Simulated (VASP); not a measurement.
Write the native input for VASP 6.6.1 that does the following.

```yaml
Task: single point
Functional: PBE
Potentials_or_basis: VASP PAW PBE potentials, release 64 (Co)
Cutoff: 520 eV
k_mesh: 15 × 10 × 1
Occupations: methfessel-paxton, width 0.1 eV
Spin: collinear spin, ferromagnetic start
Starting_moments: "[1.8, 1.8, 1.8, 1.8, 1.8, 1.8] μB"
Dipole_correction: yes
Further_INCAR_settings: ALGO = Normal; EDIFF = 1e-06; NBANDS = 40; AMIX = 0.2; BMIX = 0.0001
```

The structure of Co lies in POSCAR:

```
Co                                      
1.0
    2.4887480100      0.0000000000      0.0000000000
    0.0000000000      4.0261540000      0.0000000000
    0.0000000000      0.0000000000     20.0290790900
  Co            
     6
Direct
     0.9999995000000013    0.7500000000000000    0.3786366776208999
     0.5000004999999987    0.2500000000000000    0.4091358996499855
     0.4999994900000004    0.7500000000000000    0.4824756202301739
     0.0000004899999979    0.2500000000000000    0.5175243797698261
     0.9999994900000004    0.7500000000000000    0.5908641003500145
     0.5000004899999979    0.2500000000000000    0.6213633223791002
```

The slab is cut from a database's or a generator's crystal, which needn't be the stable form of the element.

These files were run (other wordings do the same):

INCAR

```
PREC = Accurate
ENCUT = 520
EDIFF = 1E-6
ISMEAR = 1
SIGMA = 0.1
LREAL = F
LASPH = T
NELM = 150
ALGO = Normal
ISIF = 2
LWAVE = F
LCHARG = F
ISPIN = 2
MAGMOM = 1.8 1.8 1.8 1.8 1.8 1.8
LORBIT = 11
LMAXMIX = 4
LDIPOL = T
IDIPOL = 3
DIPOL = 0.5 0.5 0.500
GGA = PE
NBANDS = 40
AMIX = 0.2
BMIX = 1E-4
AMIX_MAG = 0.8
BMIX_MAG = 1E-4
LVHAR = T
LVACPOTAV = T
ICORELEVEL = 1
KPAR = 4
```

KPOINTS

```
regular mesh
0
Gamma
  15 10 1
```

Potentials or basis: VASP PAW PBE potentials, release 64 (Co).

Launch:

```console
$ cat potpaw_PBE.64/Co/POTCAR > POTCAR
$ mpirun -np 4 vasp_std > vasp.out
```

It gave:

The largest force is 0.011 eV/Å and the band gap on the k mesh is none (metal or under the smearing width). The net moment is 10.17 μB per cell, the site moments are Co +1.79, +1.67 μB and the valence electrons inside the program's atomic spheres are Co 8.12, 8.19, 8.29. The work function of the upper face is 4.69 eV. The work function of the lower face is 4.69 eV.

It took 4.7 min on 4 MPI ranks on Intel(R) Xeon(R) Platinum 8259CL CPU @ 2.50GHz (Skylake/Cascade Lake) (shared host), peak memory 0.68 GiB a rank.
